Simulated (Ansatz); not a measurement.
**KCl (Fm-3m), a vibration from a frozen displacement**

All numbers below come from DFT PBE, scalar-relativistic, plane waves, PAW in Ansatz. The runs took a 420 eV cutoff, a Γ-centred 6×6×6 mesh and Gaussian smearing (0.05 eV). No spin polarisation. Energies are free energies at this smearing, counted from the undisturbed cell; pressure is positive in compression.

The starting cell (as given, not relaxed at this level; it stands at 0.6 GPa):

```
K Cl
1.0
     0.00000    3.15610    3.15610
     3.15610    0.00000    3.15610
     3.15610    3.15610    0.00000
K Cl
1 1
Direct
  0.00000 0.00000 0.00000
  0.50000 0.50000 0.50000
```

Every K atom is moved by x along the Cartesian unit vector (0.000, 0.000, 1.000); the cell and all other atoms stay fixed. The cell's volume is 62.88 Å³; the moved atoms weigh 39.098 u together and the others 35.450 u. Some rows repeat others by symmetry and weren't run.

```
  x (Å)  ΔE (meV/cell) total force on the moved atoms along the move (eV/Å) pressure (GPa)
-0.5000         231.11                                                1.2383          2.6440
-0.4375         163.11                                                0.9487          2.0876
-0.3750         111.30                                                0.7177          1.6417
-0.3125          72.42                                                0.5334          1.2901
-0.2500          43.86                                                0.3859          1.0198
-0.1875          23.60                                                0.2662          0.8203
-0.1250          10.15                                                0.1667          0.6833
-0.0625           2.49                                                0.0801          0.6034
 0.0000           0.00                                                0.0000          0.5772
 0.0625           2.49                                               -0.0801          0.6034
 0.1250          10.15                                               -0.1667          0.6833
 0.1875          23.60                                               -0.2662          0.8203
 0.2500          43.86                                               -0.3859          1.0198
 0.3125          72.42                                               -0.5334          1.2901
 0.3750         111.30                                               -0.7177          1.6417
 0.4375         163.11                                               -0.9487          2.0876
 0.5000         231.11                                               -1.2383          2.6440
```

Question: What frequency belongs to this motion?

Answer: The force constant is k = −dF/dx = 1.282 eV/Å², from the parabola through x = -0.0625, 0 and 0.0625. In every cell the moved atoms swing against the rest, so the mass is μ = m₁m₂/(m₁ + m₂) = 18.592 u, and ν̃ = 521.5 cm⁻¹ × √(|k|/μ) = 137 cm⁻¹. To first order in x, and within 1 %, the force on every atom lies along the move and, within each of the two groups, in proportion to the atom's mass, so this is itself a mode at the zone centre of this cell, taken without macroscopic field (the transverse frequency in a polar insulator).

Question: How far does the harmonic law reach?

Answer: At x = -0.500 Å, kx²/2 = 160.20 meV against the computed 231.11 meV (+44.3 %): the well stiffens in this direction at large amplitude.

Question: The pressure changes with x². What does that say about the frequency under compression?

Answer: With E = k(V)x²/2, k ∝ V^(−2γ) and x scaling with the cell as V^(1/3), P − P0 = −∂E/∂V = (2γ − 2/3) ΔE/V. At x = 0.1250 Å, V(P − P0) = 62.88 × 0.10616 / 160.2 eV = 41.66 meV and ΔE = 10.15 meV, so γ = 1/3 + V(P − P0)/(2ΔE) = 2.38. This is the Grüneisen parameter of the motion under uniform scaling of the cell: shrinking the cell evenly by 1 % in volume raises the frequency by about 2.38 %.